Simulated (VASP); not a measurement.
# Al2O3 (P-3m1) in VASP: further runs

One crystal, Al2O3, is run at these levels: PBE; tasks: relaxation of cell and atoms.

All numbers are computed with VASP 6.6.1; they aren't measurements. Logs are shortened: lines on timing, memory, paths and dates and some standing lists are left out, and cuts for length are marked.

## Step 1: Starting point

Symmetry: P-3m1, No. 164, trigonal system. Conventional cell: a = 3.017 Å, b = 3.017 Å, c = 7.575 Å, α = 90.00°, β = 90.00°, γ = 120.00°. Around Al (site symmetry 3m) lie 4 O at 1.68 to 1.84 Å. Around O (site symmetry -3m) lie 2 Al at 1.68 Å. Around O (site symmetry 3m) lie 3 Al at 1.84 Å.

Measurements of this composition are mostly on another form, of space group No. 167.

## Step 2: Relaxation of cell and atoms, PBE, target pressure 5 GPa, at which the enthalpy is minimised

INCAR

```
  PREC = Accurate
  ENCUT = 600
  EDIFF = 1E-6
  ISMEAR = -1
  SIGMA = 0.05
  LREAL = False
  LASPH = True
  NELM = 100
  ALGO = Fast
  ISIF = 3
  LWAVE = False
  LCHARG = False
  GGA = PE
  IBRION = 2
  NSW = 60
  EDIFFG = -0.005
  PSTRESS = 50
```

KPOINTS

```
regular mesh
0
Gamma
  7 7 3
```

POSCAR

```
Al2O3
1.0
    3.0174825440      0.0000000000      0.0000000000
   -1.5087412720      2.6132165386      0.0000000000
    0.0000000000      0.0000000000      7.5746360022
Al O
2 3
Direct
    0.0000000000      0.0000000000      0.7220490000
    0.0000000000      0.0000000000      0.2779510000
    0.0000000000      0.0000000000      0.5000000000
    0.6666666667      0.3333333333      0.8005460000
    0.3333333333      0.6666666667      0.1994540000
```

Potentials or basis: VASP PAW PBE potentials, release 64 (Al, O).

Run with:

```bash
> cat potpaw_PBE.64/Al/POTCAR potpaw_PBE.64/O/POTCAR > POTCAR
> mpirun -np 1 vasp_std > vasp.out
```

OUTCAR:

```text
PREC = Accurate
   ENCUT = 600
   EDIFF = 1E-6
   ISMEAR = -1
   LREAL = False
   LASPH = True
   NELM = 100
   ISIF = 3
   GGA = PE
   IBRION = 2
   NSW = 60
   EDIFFG = -0.005
   PSTRESS = 50

 ion  position               nearest neighbor table
   1  0.000  0.000  0.722-   3 1.68   4 1.84   4 1.84   4 1.84   2 3.36
   2  0.000  0.000  0.278-   3 1.68   5 1.84   5 1.84   5 1.84   1 3.36
   3  0.000  0.000  0.500-   1 1.68   2 1.68
   4  0.667  0.333  0.801-   1 1.84   1 1.84   1 1.84
   5  0.333  0.667  0.199-   2 1.84   2 1.84   2 1.84

  LATTYP: Found a hexagonal cell.
 ALAT       =     3.0174825440
 C/A-ratio  =     2.5102501478

  Lattice vectors:

 A1 = (   3.0174825440,   0.0000000000,   0.0000000000)
 A2 = (  -1.5087412720,   2.6132165386,   0.0000000000)
 A3 = (   0.0000000000,   0.0000000000,   7.5746360022)

Analysis of symmetry for initial positions (statically):
=====================================================================
 Subroutine PRICEL returns:
 Original cell was already a primitive cell.

 Routine SETGRP: Setting up the symmetry group for a
 hexagonal supercell.

 Subroutine GETGRP returns: Found 12 space group operations
 (whereof 12 operations were pure point group operations)
 out of a pool of 24 trial point group operations.

The static configuration has the point symmetry D_3d.

Analysis of symmetry for dynamics (positions and initial velocities):
=====================================================================
 Subroutine PRICEL returns:
 Original cell was already a primitive cell.

 Routine SETGRP: Setting up the symmetry group for a
 hexagonal supercell.

 Subroutine GETGRP returns: Found 12 space group operations
 (whereof 12 operations were pure point group operations)
 out of a pool of 24 trial point group operations.

The dynamic configuration has the point symmetry D_3d.

 Subroutine INISYM returns: Found 12 space group operations
 (whereof 12 operations are pure point group operations),
 and found     1 'primitive' translations

----------------------------------------------------------------------------------------

                                     Primitive cell

  volume of cell :      59.7285

  direct lattice vectors                    reciprocal lattice vectors
     3.017482544  0.000000000  0.000000000     0.331402083  0.191335082  0.000000000
    -1.508741272  2.613216539  0.000000000     0.000000000  0.382670163  0.000000000
     0.000000000  0.000000000  7.574636002     0.000000000  0.000000000  0.132019545

  length of vectors
     3.017482544  3.017482544  7.574636002     0.382670163  0.382670163  0.132019545

  position of ions in fractional coordinates (direct lattice)
     0.000000000  0.000000000  0.722049000
     0.000000000  0.000000000  0.277951000
     0.000000000  0.000000000  0.500000000
     0.666666667  0.333333333  0.800546000
     0.333333333  0.666666667  0.199454000

  ion indices of the primitive-cell ions
   primitive index   ion index
                 1           1
                 2           2
                 3           3
                 4           4
                 5           5

----------------------------------------------------------------------------------------

 KPOINTS: regular mesh

Automatic generation of k-mesh.
 Grid dimensions read from file:
 generate k-points for:    7    7    3

 Generating k-lattice:

  Cartesian coordinates                     Fractional coordinates (reciprocal lattice)
     0.047343155  0.027333583  0.000000000     0.142857143  0.000000000  0.000000000
     0.000000000  0.054667166  0.000000000     0.000000000  0.142857143  0.000000000
     0.000000000  0.000000000  0.044006515     0.000000000  0.000000000  0.333333333

  Length of vectors
     0.054667166  0.054667166  0.044006515

  Shift w.r.t. Gamma in fractional coordinates (k-lattice)
     0.000000000  0.000000000  0.000000000

 Subroutine IBZKPT returns following result:
 ===========================================

 Found     20 irreducible k-points:

 Following reciprocal coordinates:
            Coordinates               Weight
  0.000000  0.000000  0.000000      1.000000
  0.142857  0.000000  0.000000      6.000000
  0.285714  0.000000  0.000000      6.000000
  0.428571  0.000000  0.000000      6.000000
  0.142857  0.142857  0.000000      6.000000
  0.285714  0.142857  0.000000     12.000000
[... 12 lines left out ...]
  0.428571  0.142857  0.333333     12.000000
  0.285714  0.285714  0.333333     12.000000
   k-points           NKPTS =     20   k-points in BZ     NKDIM =     20   number of bands    NBANDS=     16
   number of dos      NEDOS =    301   number of ions     NIONS =      5
   total plane-waves  NPLWV =  36864
   dimension x,y,z NGX =    24 NGY =   24 NGZ =   64
   dimension x,y,z NGXF=    48 NGYF=   48 NGZF=  128
   ions per type =               2   3
   NGX,Y,Z   is equivalent  to a cutoff of  13.22, 13.22, 14.05 a.u.
[... 31 lines left out ...]
     AMIX_MAG =   1.60;   BMIX_MAG =  1.00
  volume/ion in A,a.u.               =      11.95        80.61
  Fermi-wavevector in a.u.,A,eV,Ry     =   1.208049  2.282882 19.856107  1.459383
  Thomas-Fermi vector in A             =   2.343669
   LORBIT       =      0    0 simple, 1 ext, 2 COOP (PROOUT), +10 PAW based schemes
   GGA     = PE    functional components
   LHFCALC =     F    Hartree Fock is set to
   AEXX    =    0.0000 exact exchange contribution
   IVDW    =     0    specifies the selected vdW correction
   LEPSILON=     F    determine dielectric tensor
   LRPA    =     F    only Hartree local field effects (RPA)
 conjugate gradient relaxation of ions
 non-spin polarized calculation
 RMM-DIIS sequential band-by-band and
  energy-cutoff  :      600.00
  volume of cell :       59.73
 maximum number of plane-waves:      2016
   NGX = 13   NGY = 13   NGZ = 31

--------------------------------------- Ionic step        1  -------------------------------------------

 number of electron      24.0000008 magnetization

 Free energy of the ion-electron system (eV)
  ---------------------------------------------------
  ext. energy  EPLUGINS =         0.00000000
  ---------------------------------------------------
  free energy    TOTEN  =       -36.20143188 eV

  energy without entropy =      -36.20143188  energy(sigma->0) =      -36.20143188

------------------------ aborting loop because EDIFF is reached ----------------------------------------

  FORCE on cell =-STRESS in cart. coord.  units (eV):
  Direction    XX          YY          ZZ          XY          YZ          ZX
  --------------------------------------------------------------------------------------
  -------------------------------------------------------------------------------------
  Total       -0.3520741     -0.3520741     -0.1662136     -0.0000000      0.0000000      0.0000000
  in kB       -9.4441468     -9.4441468     -4.4585658     -0.0000000      0.0000000      0.0000000
  external PRESSURE =     -57.7822865 kB  Pullay stress =      50.0000000 kB
[... 102 lines left out ...]
  FREE ENERGIE OF THE ION-ELECTRON SYSTEM (eV)
  ---------------------------------------------------
  free  energy   TOTEN  =       -36.1782258729 eV

  energy  without entropy=      -36.1782258728  energy(sigma->0) =      -36.17822587

  enthalpy is  TOTEN    =       -34.3728814224 eV   P V=        1.8053444505

 E-fermi :   5.4128     XC(G=0):  -9.9683

 val. band max:        4.3019533675   @ k =   0.0000   0.0000   0.0000
 cond. band min:       6.8726336052   @ k =   0.0000   0.0000   0.0000
 fundamental gap:      2.5706802376
 Fermi energy:         5.4128189710

 k-point     1 :       0.0000    0.0000    0.0000
  band No.  band energies     occupation
      1     -15.5364      2.00000
      2     -15.3086      2.00000
      3     -12.7375      2.00000
      4      -1.7190      2.00000
      5      -0.4318      2.00000
      6       0.5718      2.00000
[... 8 lines left out ...]
     15      11.9073      0.00000
     16      14.9572      0.00000
[... 344 lines left out ...]
  band No.  band energies     occupation
      1     -14.4217      2.00000
      2     -14.4016      2.00000
      3     -12.1946      2.00000
      4      -2.5465      2.00000
      5      -2.2025      2.00000
      6      -1.5354      2.00000
[... 8 lines left out ...]
     15      12.2854      0.00000
     16      14.4859      0.00000

[... ionic steps 4 to 21 ...]

--------------------------------------- Ionic step       22  -------------------------------------------

 number of electron      24.0000006 magnetization

------------------------ aborting loop because EDIFF is reached ----------------------------------------

  FORCE on cell =-STRESS in cart. coord.  units (eV):
  Direction    XX          YY          ZZ          XY          YZ          ZX
  --------------------------------------------------------------------------------------
  -------------------------------------------------------------------------------------
  Total        1.7166343      1.7166343      1.7669459     -0.0000000     -0.0000000      0.0000000
  in kB       49.7610201     49.7610201     51.2194306     -0.0000000     -0.0000000      0.0000000
  external PRESSURE =       0.2471569 kB  Pullay stress =      50.0000000 kB
[... 67 lines left out ...]
  enthalpy is  TOTEN    =       -34.4071665870 eV   P V=        1.7250607720

--------------------------------------- Ionic step       24  -------------------------------------------

 number of electron      24.0000006 magnetization

 Free energy of the ion-electron system (eV)
  ---------------------------------------------------
  ext. energy  EPLUGINS =         0.00000000
  ---------------------------------------------------
  free energy    TOTEN  =       -36.13224710 eV

  energy without entropy =      -36.13224710  energy(sigma->0) =      -36.13224710

 E-fermi :   5.6818     XC(G=0): -10.1468

 val. band max:        4.6149437201   @ k =   0.0000   0.0000   0.0000
 cond. band min:       7.0872676882   @ k =   0.0000   0.0000   0.0000
 fundamental gap:      2.4723239681
 Fermi energy:         5.6818085353

 k-point     1 :       0.0000    0.0000    0.0000
  band No.  band energies     occupation
      1     -15.3010      2.00000
      2     -14.9972      2.00000
      3     -12.3862      2.00000
      4      -1.3290      2.00000
      5      -0.2857      2.00000
      6       0.7644      2.00000
[... 8 lines left out ...]
     15      12.2710      0.00000
     16      15.4054      0.00000
[... 391 lines left out ...]
  FREE ENERGIE OF THE ION-ELECTRON SYSTEM (eV)
  ---------------------------------------------------
  free  energy   TOTEN  =       -36.1322470978 eV

  energy  without entropy=      -36.1322470978  energy(sigma->0) =      -36.13224710

  enthalpy is  TOTEN    =       -34.4071665942 eV   P V=        1.7250805037

 reached required accuracy - stopping structural energy minimisation
```

Run time: 4.3 min. Hardware: 1 thread of Intel Xeon Platinum 8488C (Sapphire Rapids), shared host; peak memory 0.19 GiB.

Results:

- Free energy: -36.1322 eV
- Relaxed volume: 11.06 Å³/atom
- Relaxed cell: a = 2.979 Å, b = 2.979 Å, c = 7.193 Å, α = 90.00°, β = 90.00°, γ = 120.00°
- Space group after relaxing (to 0.05 Å): P-3m1 (No. 164)
- Energy change on relaxing (the enthalpy is what falls): +13.8 meV/atom
- Ionic steps: 24
- Pressure after relaxing: 5.0 GPa
- Largest force after relaxing: 0.005 eV/Å
- Band gap on the k mesh: 2.47 eV, direct

Forces in eV/Å, atoms in the order of the input:
```
Al   0.000  0.000 -0.002
Al   0.000  0.000  0.002
O    0.000  0.000  0.000
O    0.000  0.000 -0.005
O    0.000  0.000  0.005
```

The path:
```csv
step,energy change (eV),largest force (eV/Å),pressure (GPa),volume (Å³)
1,0.0000,0.0913,-0.78,59.73
2,0.1125,0.6137,11.04,56.08
3,0.0232,0.2584,4.88,57.85
4,0.0343,0.3555,4.92,57.47
5,0.0263,0.2327,4.89,57.65
6,0.0291,0.1272,4.90,57.40
7,0.0426,0.2460,4.94,56.87
8,0.0448,0.2330,4.97,56.70
9,0.0527,0.1982,5.07,56.21
10,0.0754,0.1535,5.42,55.23
11,0.0647,0.0305,4.99,55.44
12,0.0618,0.0523,4.81,55.52
13,0.0641,0.1341,5.20,55.46
14,0.0624,0.0146,4.92,55.50
15,0.0634,0.0186,5.01,55.47
16,0.0657,0.0275,5.17,55.39
17,0.0658,0.0263,5.18,55.39
18,0.0662,0.0244,5.16,55.38
19,0.0669,0.0181,5.12,55.35
20,0.0683,0.0168,5.04,55.31
21,0.0690,0.0228,5.01,55.28
22,0.0694,0.0203,5.02,55.27
23,0.0692,0.0065,5.02,55.28
24,0.0692,0.0047,5.02,55.28
```

Final structure:
```
CELL_PARAMETERS angstrom
2.97882 0.00000 0.00000
-1.48941 2.57973 0.00000
0.00000 0.00000 7.19336
ATOMIC_POSITIONS crystal
Al 0.00000 0.00000 0.73230
Al 0.00000 0.00000 0.26770
O 0.00000 0.00000 0.50000
O 0.66667 0.33333 0.81525
O 0.33333 0.66667 0.18475
```

Caveat: the cell is relaxed towards a set pressure, so the enthalpy falls and the energy may rise.

## Step 3: Relaxation of cell and atoms, PBE, target pressure 10 GPa, at which the enthalpy is minimised

INCAR, as its differences from that of step 2:

```diff
@@ -16,2 +16,2 @@
   EDIFFG = -0.005
-  PSTRESS = 50
+  PSTRESS = 100
```

KPOINTS is that of step 2.

POSCAR is that of step 2.

Potentials or basis: VASP PAW PBE potentials, release 64 (Al, O).

Run with:

```bash
> cat potpaw_PBE.64/Al/POTCAR potpaw_PBE.64/O/POTCAR > POTCAR
> mpirun -np 1 vasp_std > vasp.out
```

Wall time 3.5 min (1 thread of Intel Xeon Platinum 8488C (Sapphire Rapids), shared host); peak memory 0.19 GiB.

Results (log left out):

* Free energy: -36.0126 eV
* Relaxed volume: 10.53 Å³/atom
* Relaxed cell: a = 2.953 Å, b = 2.953 Å, c = 6.973 Å, α = 90.00°, β = 90.00°, γ = 120.00°
* Space group after relaxing (to 0.05 Å): P-3m1 (No. 164)
* Energy change on relaxing (the enthalpy is what falls): +37.8 meV/atom
* Ionic steps: 23
* Pressure after relaxing: 10.0 GPa
* Largest force after relaxing: 0.004 eV/Å
* Band gap on the k mesh: 2.61 eV, direct

Forces on the atoms (eV/Å):
```
Al   0.000  0.000 -0.001
Al   0.000  0.000  0.001
O    0.000  0.000  0.000
O    0.000  0.000  0.004
O    0.000  0.000 -0.004
```

Step by step:
| step | energy change (eV) | largest force (eV/Å) | pressure (GPa) | volume (Å³) |
| --- | --- | --- | --- | --- |
| 1 | 0.0000 | 0.0913 | -0.78 | 59.73 |
| 2 | 0.4375 | 1.2590 | 23.81 | 53.05 |
| 3 | 0.0887 | 0.5217 | 9.74 | 56.39 |
| 4 | 0.1255 | 0.6396 | 9.92 | 55.68 |
| 5 | 0.1019 | 0.5216 | 9.82 | 55.96 |
| 6 | 0.1073 | 0.3588 | 9.85 | 55.54 |
| 7 | 0.1547 | 0.4126 | 10.11 | 54.28 |
| 8 | 0.1524 | 0.3987 | 10.12 | 53.90 |
| 9 | 0.1885 | 0.4089 | 10.55 | 52.72 |
| 10 | 0.2044 | 0.9207 | 8.51 | 52.70 |
| 11 | 0.1853 | 0.0134 | 9.88 | 52.72 |
| 12 | 0.1853 | 0.0120 | 9.89 | 52.72 |
| 13 | 0.1880 | 0.0224 | 10.05 | 52.67 |
| 14 | 0.1871 | 0.0111 | 10.00 | 52.69 |
| 15 | 0.1884 | 0.0086 | 10.04 | 52.67 |
| 16 | 0.1884 | 0.0075 | 10.04 | 52.67 |
| 17 | 0.1882 | 0.0021 | 10.00 | 52.67 |
| 18 | 0.1882 | 0.0032 | 9.99 | 52.67 |
| 19 | 0.1884 | 0.0098 | 9.99 | 52.67 |
| 20 | 0.1885 | 0.0130 | 9.99 | 52.67 |
| 21 | 0.1886 | 0.0075 | 9.98 | 52.66 |
| 22 | 0.1890 | 0.0080 | 9.98 | 52.66 |
| 23 | 0.1888 | 0.0036 | 10.00 | 52.66 |

Final structure:
```xyz
5
Lattice="2.9530 0.0000 0.0000 -1.4765 2.5574 0.0000 0.0000 0.0000 6.9730" Properties=species:S:1:pos:R:3 pbc="T T T"
Al    0.0000    0.0000    5.1504
Al    0.0000    0.0000    1.8227
O     0.0000    0.0000    3.4865
O     1.4765    0.8525    5.7481
O     0.0000    1.7049    1.2249
```

Levels at points of the mesh, in eV from the valence-band top:
```tsv
k point	band 10	band 11	band 12	band 13	band 14	band 15
(0.00, 0.00, 0.00)	-2.18	0.00	0.00	2.61	4.97	7.83
```

Caveat: the cell is relaxed towards a set pressure, so the enthalpy falls and the energy may rise.

## Step 4: Relaxation of cell and atoms, PBE, target pressure 20 GPa, at which the enthalpy is minimised

INCAR, as its differences from that of step 3:

```diff
@@ -16,2 +16,2 @@
   EDIFFG = -0.005
-  PSTRESS = 100
+  PSTRESS = 200
```

KPOINTS is that of step 3.

POSCAR is that of step 3.

Run with:

```bash
> cat potpaw_PBE.64/Al/POTCAR potpaw_PBE.64/O/POTCAR > POTCAR
> mpirun -np 1 vasp_std > vasp.out
```

Wall time 4.5 min (1 thread of Intel Xeon Platinum 8488C (Sapphire Rapids), shared host); peak memory 0.2 GiB.

The run converged. Its results:

* Free energy: -35.7110 eV
* Relaxed volume: 9.87 Å³/atom
* Relaxed cell: a = 2.908 Å, b = 2.908 Å, c = 6.737 Å, α = 90.00°, β = 90.00°, γ = 120.00°
* Space group after relaxing (to 0.05 Å): P-3m1 (No. 164)
* Energy change on relaxing (the enthalpy is what falls): +98.1 meV/atom
* Ionic steps: 24
* Pressure after relaxing: 20.0 GPa
* Band gap on the k mesh: 2.89 eV, direct

The path:
| step | energy change (eV) | largest force (eV/Å) | pressure (GPa) | volume (Å³) |
| --- | --- | --- | --- | --- |
| 1 | 0.0000 | 0.0913 | -0.78 | 59.73 |
| 2 | 1.8776 | 2.8555 | 59.44 | 47.31 |
| 3 | 0.2970 | 0.9951 | 19.07 | 54.04 |
| 4 | 0.3152 | 1.0291 | 19.66 | 53.89 |
| 5 | 0.4435 | 1.2985 | 20.49 | 52.58 |
| 6 | 0.3616 | 1.0898 | 20.01 | 53.08 |
| 7 | 0.3612 | 0.7863 | 19.84 | 52.48 |
| 8 | 0.4577 | 0.5888 | 19.69 | 50.70 |
| 9 | 0.5127 | 0.8060 | 19.75 | 50.21 |
| 10 | 0.5371 | 0.5723 | 21.04 | 49.32 |
| 11 | 0.6085 | 0.3805 | 22.58 | 48.55 |
| 12 | 0.4872 | 0.5711 | 18.06 | 49.46 |
| 13 | 0.5261 | 0.2258 | 19.70 | 49.12 |
| 14 | 0.4808 | 0.1127 | 19.36 | 49.44 |
| 15 | 0.4905 | 0.0918 | 19.45 | 49.35 |
| 16 | 0.5074 | 0.0484 | 20.35 | 49.21 |
| 17 | 0.5028 | 0.0298 | 20.14 | 49.25 |
| 18 | 0.5025 | 0.0289 | 20.10 | 49.25 |
| 19 | 0.5003 | 0.0239 | 20.08 | 49.27 |
| 20 | 0.4937 | 0.0099 | 20.03 | 49.32 |
| 21 | 0.4923 | 0.0068 | 20.01 | 49.33 |
| 22 | 0.4914 | 0.0324 | 20.04 | 49.34 |
| 23 | 0.4919 | 0.0076 | 20.02 | 49.34 |
| 24 | 0.4904 | 0.0015 | 19.97 | 49.35 |

Final structure:
```
Al O
1.0
     2.90833    0.00000    0.00000
    -1.45416    2.51868    0.00000
     0.00000    0.00000    6.73671
Al O
2 3
Direct
  0.00000 0.00000 0.74509
  0.00000 0.00000 0.25491
  0.00000 0.00000 0.50000
  0.66667 0.33333 0.83417
  0.33333 0.66667 0.16583
```

Levels at points of the mesh, in eV from the valence-band top:
```tsv
k point	band 9	band 10	band 11	band 12	band 13	band 14	band 15	band 16
(0.00, 0.00, 0.00)	-3.94	-2.12	0.00	0.00	2.89	5.38	8.07	11.14
```

Caveat: the cell is relaxed towards a set pressure, so the enthalpy falls and the energy may rise; the volume moved by over 15 % at a fixed basis, so the end points are rough. As with any semilocal functional, this PBE gap is likely too small.

## Step 5: The runs side by side

| cell | target pressure | gap on the mesh (eV) | pressure (GPa) |
| --- | --- | --- | --- |
| relaxed to 5 GPa | 5 GPa | 2.47 | 5.0 |
| relaxed to 10 GPa | 10 GPa | 2.61 | 10.0 |
| relaxed to 20 GPa | 20 GPa | 2.89 | 20.0 |

Alike in all rows: task relaxation of cell and atoms; level PBE; potentials or basis VASP PAW PBE potentials, release 64 (Al, O); no spin polarisation; k mesh 7 × 7 × 3; cutoff (eV) 600; smearing fermi-dirac 0.05 eV.

Caveats: the cell is relaxed towards a set pressure, so the enthalpy falls and the energy may rise; the volume moved by over 15 % at a fixed basis, so the end points are rough (some runs).

Absolute energies hang on the potentials; compare differences alone.
